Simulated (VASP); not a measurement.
# CaSe (Fm-3m) in VASP: further runs

CaSe is run at these levels: PBE, r2SCAN; tasks: single point.

Everything below comes from runs of VASP 6.6.1. Logs are shortened: lines on timing, memory, paths and dates and some standing lists are left out, and cuts for length are marked.

**The experiment to reproduce.**

From a printed reference work, monograph, original work of 1988, for a bulk crystal of CaSe at 2 K: band gap 3.85 eV (indirect).

The results are compared with them further down.

## 1. The cell of the first run

It takes space group Fm-3m (No. 225, cubic). Conventional cell: a = 5.935 Å, b = 5.935 Å, c = 5.935 Å, α = 90.00°, β = 90.00°, γ = 90.00°. Ca (site symmetry m-3m) has 6 Se at 2.97 Å within 3.9 Å. Within 3.9 Å of Se (site symmetry m-3m) lie 6 Ca at 2.97 Å.

## 2. Single point, PBE

INCAR

```
PREC = Accurate
ENCUT = 520
EDIFF = 1E-7
ISMEAR = 0
SIGMA = 0.01
LREAL = False
LASPH = True
NELM = 60
ALGO = Normal
ISIF = 2
LWAVE = False
LCHARG = True
GGA = PE
LELF = True
LVHAR = True
NBANDS = 15
```

KPOINTS

```
Automatic mesh
0
Gamma
  6 6 6
```

POSCAR

```
CaSe
1.0
    0.0000000000      2.9675306062      2.9675306062
    2.9675306062      0.0000000000      2.9675306062
    2.9675306062      2.9675306062      0.0000000000
Ca Se
1 1
Direct
    0.0000000000      0.0000000000      0.0000000000
    0.5000000000      0.5000000000      0.5000000000
```

Potentials or basis: VASP PAW PBE potentials, release 64 (Ca_sv, Se).

Command:

```
$ cat potpaw_PBE.64/Ca_sv/POTCAR potpaw_PBE.64/Se/POTCAR > POTCAR
$ mpirun -np 1 vasp_std > vasp.out
```

OUTCAR:

```text
PREC = Accurate
   ENCUT = 520
   EDIFF = 1E-7
   ISMEAR = 0
   LREAL = False
   LASPH = True
   NELM = 60
   ISIF = 2
   GGA = PE

 ion  position               nearest neighbor table
   1  0.000  0.000  0.000-   2 2.97   2 2.97   2 2.97   2 2.97   2 2.97   2 2.97
   2  0.500  0.500  0.500-   1 2.97   1 2.97   1 2.97   1 2.97   1 2.97   1 2.97

  LATTYP: Found a face centered cubic cell.
 ALAT       =     5.9350612124

  Lattice vectors:

 A1 = (   0.0000000000,   2.9675306062,   2.9675306062)
 A2 = (   2.9675306062,   0.0000000000,   2.9675306062)
 A3 = (   2.9675306062,   2.9675306062,   0.0000000000)

Analysis of symmetry for initial positions (statically):
=====================================================================
 Subroutine PRICEL returns:
 Original cell was already a primitive cell.

 Routine SETGRP: Setting up the symmetry group for a
 face centered cubic supercell.

 Subroutine GETGRP returns: Found 48 space group operations
 (whereof 48 operations were pure point group operations)
 out of a pool of 48 trial point group operations.

The static configuration has the point symmetry O_h .

Analysis of symmetry for dynamics (positions and initial velocities):
=====================================================================
 Subroutine PRICEL returns:
 Original cell was already a primitive cell.

 Routine SETGRP: Setting up the symmetry group for a
 face centered cubic supercell.

 Subroutine GETGRP returns: Found 48 space group operations
 (whereof 48 operations were pure point group operations)
 out of a pool of 48 trial point group operations.

The dynamic configuration has the point symmetry O_h .

 Subroutine INISYM returns: Found 48 space group operations
 (whereof 48 operations are pure point group operations),
 and found     1 'primitive' translations

----------------------------------------------------------------------------------------

                                     Primitive cell

  volume of cell :      52.2656

  direct lattice vectors                    reciprocal lattice vectors
     0.000000000  2.967530606  2.967530606    -0.168490259  0.168490259  0.168490259
     2.967530606  0.000000000  2.967530606     0.168490259 -0.168490259  0.168490259
     2.967530606  2.967530606  0.000000000     0.168490259  0.168490259 -0.168490259

  length of vectors
     4.196722030  4.196722030  4.196722030     0.291833689  0.291833689  0.291833689

  position of ions in fractional coordinates (direct lattice)
     0.000000000  0.000000000  0.000000000
     0.500000000  0.500000000  0.500000000

  ion indices of the primitive-cell ions
   primitive index   ion index
                 1           1
                 2           2

----------------------------------------------------------------------------------------

 KPOINTS: Automatic mesh

Automatic generation of k-mesh.
 Grid dimensions read from file:
 generate k-points for:    6    6    6

 Generating k-lattice:

  Cartesian coordinates                     Fractional coordinates (reciprocal lattice)
    -0.028081710  0.028081710  0.028081710     0.166666667  0.000000000  0.000000000
     0.028081710 -0.028081710  0.028081710     0.000000000  0.166666667  0.000000000
     0.028081710  0.028081710 -0.028081710     0.000000000  0.000000000  0.166666667

  Length of vectors
     0.048638948  0.048638948  0.048638948

  Shift w.r.t. Gamma in fractional coordinates (k-lattice)
     0.000000000  0.000000000  0.000000000

 Subroutine IBZKPT returns following result:
 ===========================================

 Found     16 irreducible k-points:

 Following reciprocal coordinates:
            Coordinates               Weight
  0.000000  0.000000  0.000000      1.000000
  0.166667  0.000000  0.000000      8.000000
  0.333333  0.000000  0.000000      8.000000
  0.500000  0.000000  0.000000      4.000000
  0.166667  0.166667  0.000000      6.000000
  0.333333  0.166667  0.000000     24.000000
[... 8 lines left out ...]
 -0.333333  0.333333  0.166667     24.000000
 -0.333333  0.500000  0.166667     12.000000
   k-points           NKPTS =     16   k-points in BZ     NKDIM =     16   number of bands    NBANDS=     15
   number of dos      NEDOS =    301   number of ions     NIONS =      2
   total plane-waves  NPLWV =  32768
   dimension x,y,z NGX =    32 NGY =   32 NGZ =   32
   dimension x,y,z NGXF=    64 NGYF=   64 NGZF=   64
   ions per type =               1   1
   NGX,Y,Z   is equivalent  to a cutoff of  12.68, 12.68, 12.68 a.u.
   NGXF,Y,Z  is equivalent  to a cutoff of  25.35, 25.35, 25.35 a.u.
 SYSTEM =  unknown system
   PREC   = accura    normal or accurate (medium, high low for compatibility)
   ISTART =      0    job   : 0-new  1-cont  2-samecut
   ICHARG =      2    charge: 1-file 2-atom 10-const
   ISPIN  =      1    spin polarized calculation?
   LNONCOLLINEAR =      F non collinear calculations
   LSORBIT =      F    spin-orbit coupling
   LASPH  =      T    aspherical Exc in radial PAW
   ENCUT  =  520.0 eV  38.22 Ry    6.18 a.u.   7.80  7.80  7.80*2*pi/ulx,y,z
   NELM   =     60;   NELMIN=  2; NELMDL= -5     # of ELM steps
   EDIFF  = 0.1E-06   stopping-criterion for ELM
   LREAL  =      F    real-space projection
   EDIFFG = 0.1E-05   stopping-criterion for IOM
   NSW    =      0    number of steps for IOM
   IBRION =     -1    ionic relax: 0-MD 1-quasi-New 2-CG
   NFREE  =      0    steps in history (QN), initial steepest desc. (CG)
   ISIF   =      2    stress and relaxation
   ISYM   =      2    0-nonsym 1-usesym 2-fastsym
   POTIM  = 0.5000    time-step for ionic-motion
   TEBEG  =    0.0;   TEEND  =   0.0 temperature during run
   PSTRESS=    0.0 pullay stress
   NELECT =      16.0000    total number of electrons
   NUPDOWN=      -1.0000    fix difference up-down
   EMIN   =  10.00;   EMAX   =-10.00  energy-range for DOS
   EFERMI =   0.00;   METHOD = LEGACY
   ISMEAR =     0;   SIGMA  =   0.01  broadening in eV -4-tet -1-fermi 0-gaus
   EFERMI_NEDOS =   21; number of points for ismear=-14 and -15
   IALGO  =     38    algorithm
   IMIX   =      4    mixing-type and parameters
     AMIX     =   0.40;   BMIX     =  1.00
     AMIX_MAG =   1.60;   BMIX_MAG =  1.00
  volume/ion in A,a.u.               =      26.13       176.35
  Fermi-wavevector in a.u.,A,eV,Ry     =   1.103341  2.085012 16.563196  1.217361
  Thomas-Fermi vector in A             =   2.239797
   LORBIT       =      0    0 simple, 1 ext, 2 COOP (PROOUT), +10 PAW based schemes
   GGA     = PE    functional components
   LHFCALC =     F    Hartree Fock is set to
   AEXX    =    0.0000 exact exchange contribution
   IVDW    =     0    specifies the selected vdW correction
   LEPSILON=     F    determine dielectric tensor
   LRPA    =     F    only Hartree local field effects (RPA)
 non-spin polarized calculation
 Gauss-broadening in eV      SIGMA  =   0.01
  energy-cutoff  :      520.00
  volume of cell :       52.27
 maximum number of plane-waves:      1420
   NGX = 15   NGY = 15   NGZ = 15

 number of electron      15.9999997 magnetization

 Free energy of the ion-electron system (eV)
  ---------------------------------------------------
  ext. energy  EPLUGINS =         0.00000000
  ---------------------------------------------------
  free energy    TOTEN  =        -9.48318364 eV

  energy without entropy =       -9.48318364  energy(sigma->0) =       -9.48318364

 E-fermi :   2.4705     XC(G=0):  -9.1127

 val. band max:        2.3785094003   @ k =   0.0000   0.0000   0.0000
 cond. band min:       4.4251551326   @ k =   0.5000   0.5000   0.0000
 fundamental gap:      2.0466457323
 Fermi energy:         2.4705233171

 k-point     1 :       0.0000    0.0000    0.0000
  band No.  band energies     occupation
      1     -37.4026      2.00000
      2     -18.3948      2.00000
      3     -18.3948      2.00000
      4     -18.3948      2.00000
      5      -9.3856      2.00000
      6       2.3785      2.00000
      7       2.3785      2.00000
      8       2.3785      2.00000
      9       5.6661      0.00000
     10       6.0870      0.00000
     11       6.0870      0.00000
     12       6.0870      0.00000
     13       6.6459      0.00000
     14       6.6459      0.00000
     15      12.0782      0.00000

 k-point     2 :       0.1667    0.0000    0.0000
  band No.  band energies     occupation
      1     -37.4010      2.00000
      2     -18.4226      2.00000
      3     -18.3967      2.00000
      4     -18.3967      2.00000
      5      -9.2296      2.00000
      6       1.2058      2.00000
      7       1.9972      2.00000
      8       1.9972      2.00000
      9       5.9981      0.00000
     10       6.4385      0.00000
     11       6.4385      0.00000
     12       7.1389      0.00000
     13       7.3293      0.00000
     14       7.3293      0.00000
     15      12.1471      0.00000

 k-point     3 :       0.3333    0.0000    0.0000
  band No.  band energies     occupation
      1     -37.3979      2.00000
      2     -18.4770      2.00000
      3     -18.4004      2.00000
      4     -18.4004      2.00000
      5      -8.8920      2.00000
      6      -0.2732      2.00000
      7       1.4300      2.00000
      8       1.4300      2.00000
      9       6.3114      0.00000
     10       7.2488      0.00000
     11       7.2488      0.00000
     12       8.4268      0.00000
     13       8.7602      0.00000
     14       8.7602      0.00000
     15      11.7709      0.00000

 k-point     4 :       0.5000    0.0000    0.0000
  band No.  band energies     occupation
      1     -37.3963      2.00000
      2     -18.5038      2.00000
      3     -18.4023      2.00000
      4     -18.4023      2.00000
      5      -8.7070      2.00000
      6      -0.8675      2.00000
      7       1.2011      2.00000
      8       1.2011      2.00000
      9       6.8787      0.00000
     10       7.8288      0.00000
     11       7.8592      0.00000
     12       7.8592      0.00000
     13       9.8359      0.00000
     14       9.8359      0.00000
     15      10.4243      0.00000
[... 163 lines left out ...]
 k-point    14 :       0.5000    0.3333    0.1667
  band No.  band energies     occupation
      1     -37.3957      2.00000
      2     -18.4680      2.00000
      3     -18.4292      2.00000
      4     -18.4117      2.00000
      5      -8.8028      2.00000
      6      -0.1545      2.00000
      7       1.0100      2.00000
      8       1.2110      2.00000
      9       5.9497      0.00000
     10       7.4027      0.00000
     11       7.9036      0.00000
     12       8.0587      0.00000
     13       8.4546      0.00000
     14       9.8187      0.00000
     15      10.5563      0.00000

 k-point    15 :      -0.3333    0.3333    0.1667
  band No.  band energies     occupation
      1     -37.3947      2.00000
      2     -18.4705      2.00000
      3     -18.4381      2.00000
      4     -18.4180      2.00000
      5      -8.7253      2.00000
      6      -0.1165      2.00000
      7       0.5884      2.00000
      8       1.0612      2.00000
      9       6.8056      0.00000
     10       6.8846      0.00000
     11       8.0801      0.00000
     12       8.2408      0.00000
     13       8.3226      0.00000
     14      10.1449      0.00000
     15      10.9354      0.00000

 k-point    16 :      -0.3333    0.5000    0.1667
  band No.  band energies     occupation
      1     -37.3942      2.00000
      2     -18.4618      2.00000
      3     -18.4382      2.00000
      4     -18.4311      2.00000
      5      -8.7534      2.00000
      6       0.1215      2.00000
      7       0.8199      2.00000
      8       0.8871      2.00000
      9       5.7007      0.00000
     10       7.5291      0.00000
     11       7.7061      0.00000
     12       8.1477      0.00000
     13       8.3906      0.00000
     14       9.3342      0.00000
     15      11.8254      0.00000

------------------------ aborting loop because EDIFF is reached ----------------------------------------

  FORCE on cell =-STRESS in cart. coord.  units (eV):
  Direction    XX          YY          ZZ          XY          YZ          ZX
  --------------------------------------------------------------------------------------
  -------------------------------------------------------------------------------------
  Total        0.2438264      0.2438264      0.2438264     -0.0000000     -0.0000000     -0.0000000
  in kB        7.4743886      7.4743886      7.4743886     -0.0000000     -0.0000000     -0.0000000
  external PRESSURE =       7.4743886 kB  Pullay stress =       0.0000000 kB

 VOLUME and BASIS-vectors are now :
 -----------------------------------------------------------------------------
  energy-cutoff  :      520.00
  volume of cell :       52.27
      direct lattice vectors                 reciprocal lattice vectors
     0.000000000  2.967530606  2.967530606    -0.168490259  0.168490259  0.168490259
     2.967530606  0.000000000  2.967530606     0.168490259 -0.168490259  0.168490259
     2.967530606  2.967530606  0.000000000     0.168490259  0.168490259 -0.168490259

 POSITION                                       TOTAL-FORCE (eV/Angst)
 -----------------------------------------------------------------------------------
      0.00000      0.00000      0.00000        -0.000000      0.000000      0.000000
      2.96753      2.96753      2.96753         0.000000     -0.000000     -0.000000
 -----------------------------------------------------------------------------------
    total drift:                                0.000000     -0.000000     -0.000000

  FREE ENERGIE OF THE ION-ELECTRON SYSTEM (eV)
  ---------------------------------------------------
  free  energy   TOTEN  =        -9.4831836401 eV

  energy  without entropy=       -9.4831836401  energy(sigma->0) =       -9.48318364
```

Wall time 7.1 s (1 thread of Intel Xeon 6975P-C (Granite Rapids), shared host); peak memory 0.17 GiB.

Results:

| Quantity | Value |
| --- | --- |
| Free energy | -9.4832 eV |
| Pressure | 0.7 GPa |
| Band gap on the k mesh | 2.05 eV, indirect (least direct gap 2.97 eV) |

(Part 1 of 2 ends here.)
